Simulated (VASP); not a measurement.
## O: single point with PBE

The system is O.

```xyz
2
Lattice="2.7015 -1.7145 0.0000 2.7015 1.7145 0.0000 -1.9650 0.0000 3.7480" Properties=species:S:1:pos:R:3 pbc="T T T"
O     0.0451    0.0000    0.5734
O     3.3929    0.0000    3.1745
```

| Property | Result |
| --- | --- |
| Program | VASP 6.6.1 |
| Task | single point |
| Functional | PBE |
| Potentials or basis | VASP PAW PBE potentials, release 64 (O) |
| Cutoff | 520 eV |
| k mesh | 6 × 6 × 4 |
| Occupations | gaussian, width 0.1 eV |
| Spin | collinear spin, twin_end start |
| Starting moments | [0.56, 0.56] μB |
| Dipole correction | no |
| Further INCAR settings | ALGO = Normal; EDIFF = 1e-06; NBANDS = 17 |

```
Pressure                                              : 15.5 GPa
Largest force                                         : 8.229 eV/Å
Band gap on the k mesh                                : 1.04 eV, indirect (least direct gap 1.21 eV)
Net moment                                            : 2.00 μB per cell
Site moments                                          : O +0.80 μB
Valence electrons inside the program's atomic spheres : O 5.03
```

Forces on the atoms (eV/Å):
```
O    0.665  0.000  8.202
O   -0.665  0.000 -8.202
```

Stress tensor (GPa, compression positive):
```
 1.75  0.00  3.52
 0.00  1.03  0.00
 3.52  0.00 43.86
```

Levels at points of the mesh, in eV from the valence-band top:
Spin up:
```tsv
k point	band 3	band 4	band 5	band 6	band 7	band 8	band 9	band 10	band 11	band 12
(0.00, 0.00, 0.00)	-8.35	-7.87	-7.79	-0.19	-0.07	6.37	12.64	12.81	15.59	17.42
(0.50, 0.00, 0.00)	-8.72	-7.93	-7.76	-0.76	-0.25	9.07	10.78	12.78	14.46	15.46
(0.50, 0.50, 0.00)	-8.66	-8.20	-7.41	-1.08	-0.17	9.99	10.25	12.58	13.04	16.28
(0.00, 0.00, 0.50)	-7.93	-7.81	-7.51	-0.01	0.00	7.08	7.39	13.55	16.33	18.72
(0.50, 0.00, 0.50)	-8.69	-7.99	-7.59	-0.90	-0.07	9.58	10.56	12.58	12.59	15.72
(0.50, 0.50, 0.50)	-8.79	-8.11	-7.80	-0.61	-0.47	9.81	10.45	12.54	15.72	15.90
```
Spin down:
```tsv
k point	band 1	band 2	band 3	band 4	band 5	band 6	band 7	band 8	band 9	band 10
(0.00, 0.00, 0.00)	-27.45	-12.22	-7.47	-5.93	-5.84	2.21	2.36	6.81	12.86	13.55
(0.50, 0.00, 0.00)	-27.37	-12.22	-6.97	-6.81	-6.01	1.47	2.13	9.70	11.23	13.76
(0.50, 0.50, 0.00)	-27.33	-12.32	-6.89	-6.42	-6.33	1.04	2.26	10.58	10.76	13.29
(0.00, 0.00, 0.50)	-27.43	-12.71	-6.53	-6.00	-5.87	2.45	2.45	7.68	7.69	14.45
(0.50, 0.00, 0.50)	-27.36	-12.32	-6.93	-6.62	-6.07	1.27	2.37	10.29	10.97	13.14
(0.50, 0.50, 0.50)	-27.34	-12.10	-7.04	-6.85	-6.22	1.70	1.85	10.42	10.79	13.51
```

Wall time 14 s on 1 thread of Intel(R) Xeon(R) 6975P-C (Granite Rapids), with other jobs on the host, peak memory 0.17 GiB.

Caveat: the standard files for N, O and F lose accuracy on very short bonds; so large a pressure means that the cell lies far from this level's equilibrium, or that cutoff or potentials fall short; forces of over 1 eV/Å show positions far from the minimum, so gaps and moduli don't describe the material at rest. A k mesh can miss the band edges.
